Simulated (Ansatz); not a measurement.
## ZnSe (Stilleite) in Ansatz: convergence with ecutrho ratio

Input of the first run (ecutrho ratio 4); the others differ in this setting and in those tied to it:

input.yaml

```yaml
crystal:
  lattice:
    - [0.0, 2.8338, 2.8338]
    - [2.8338, 0.0, 2.8338]
    - [2.8338, 2.8338, 0.0]
  atoms:
    - { symbol: Se, position: [0.75, 0.75, 0.75] }
    - { symbol: Zn, position: [0.0, 0.0, 0.0] }
hamiltonian:
  xc: pbesol
  pseudopotentials: { kind: paw }
kpoints:
  mp_grid: { grid: [7, 7, 7] }
scf:
  occupations: { method: fermi_dirac, width: 0.1 }
output:
  forces: true
  stress: true
  eigenvalues: true
basis:
  ecutrho_ratio: 4
```

Potentials or basis: Ansatz PAW.

Command:

```bash
$ ansatz run input.yaml --threads 2 --pin off --max-ram 5632MiB --backend cpu --events-out ev --progress --plain --runs-dir out
```

Hardware: 2 threads of Intel(R) Xeon(R) Processor @ 2.50GHz (Skylake/Cascade Lake) (shared host).

```tsv
ecutrho ratio	energy less the tightest run, at zero smearing (meV/atom)	SCF cycles	CPU time (s)	peak memory (GiB)
4	-0.01	6	3.5	0.34
5	0.00	6	3.7	0.34
6	0.00	6	3.9	0.35
8	0.00	6	4.1	0.37
10	0.00	6	4.3	0.4
12	0.00	6	4.4	0.42
```

Against the tightest run, the energy stays within 1 meV/atom from 4 on. The tightest run that finished is the yardstick and may itself not be fully converged.

Caveat, for the tightest run too: odd divisions of the mesh miss points on the zone boundary, where band edges often lie, so the gap on the mesh can be too wide.
